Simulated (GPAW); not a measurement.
Runs of GPAW 26.7.0 on TiB2. Symmetry: P6/mmm, No. 191, hexagonal system. Conventional cell: a = 3.029 Å, b = 3.029 Å, c = 3.228 Å, α = 90.00°, β = 90.00°, γ = 120.00°. Ti (site symmetry 6/mmm) has 12 B at 2.38 Å as nearest neighbours. Around B (site symmetry -6m2) lie 3 B at 1.75 Å. 

```csv
task,level,potentials or basis,cell,k mesh,optimizer,fmax,max steps,convergence,gap on the mesh (eV),pressure (GPa),relaxed volume (Å³/atom)
single point,PBEsol,"PAW data sets generated in the run's folder for this functional, pw","atoms moved at random, drawn with an rms of 0.05 Å",10 × 10 × 8,-,-,-,-,none,-4.0,-
relaxation of cell and atoms,PBEsol+D3,"PAW data sets generated in the run's folder for this functional, pw",relaxed,7 × 7 × 6,BFGS,0.02 eV/Å,60,density=1e-05 forces=0.0001,none,-0.2,8.24
relaxation of cell and atoms,PBEsol+D3(BJ),"PAW data sets generated in the run's folder for this functional, pw",relaxed,7 × 7 × 6,BFGS,0.02 eV/Å,60,density=1e-05 forces=0.0001,none,-0.1,8.16
relaxation of cell and atoms,PBEsol+D3(BJ)+ATM,"PAW data sets generated in the run's folder for this functional, pw",relaxed,7 × 7 × 6,BFGS,0.02 eV/Å,60,density=1e-05 forces=0.0001,none,-0.2,8.22
single point,PBEsol,"PAW data sets generated in the run's folder for this functional, pw",as given,10 × 10 × 8,-,-,-,-,none,(b),-
relaxation of cell and atoms,PBEsol,"PAW data sets generated in the run's folder for this functional, pw",relaxed,7 × 7 × 6,BFGS,0.02 eV/Å,60,density=1e-05 forces=0.0001,none,0.0,(a)
relaxation of cell and atoms,PBEsol+D4,"PAW data sets generated in the run's folder for this functional, pw",relaxed,7 × 7 × 6,BFGS,0.02 eV/Å,60,density=1e-05 forces=0.0001,none,-0.1,8.25
```

Alike in all rows: no spin polarisation; cutoff (eV) 800; smearing fermi-dirac 0.05 eV.

Estimate the missing entries.

(a) 8.39; (b) -4.6.

Caveats: later steps reuse the first step's grids (some runs); pairwise dispersion overbinds metals, which lowers pressure and volume (some runs).

A gap of «none» marks a metal or a gap under the smearing width.

Runs at the PBE level aren't shown here.
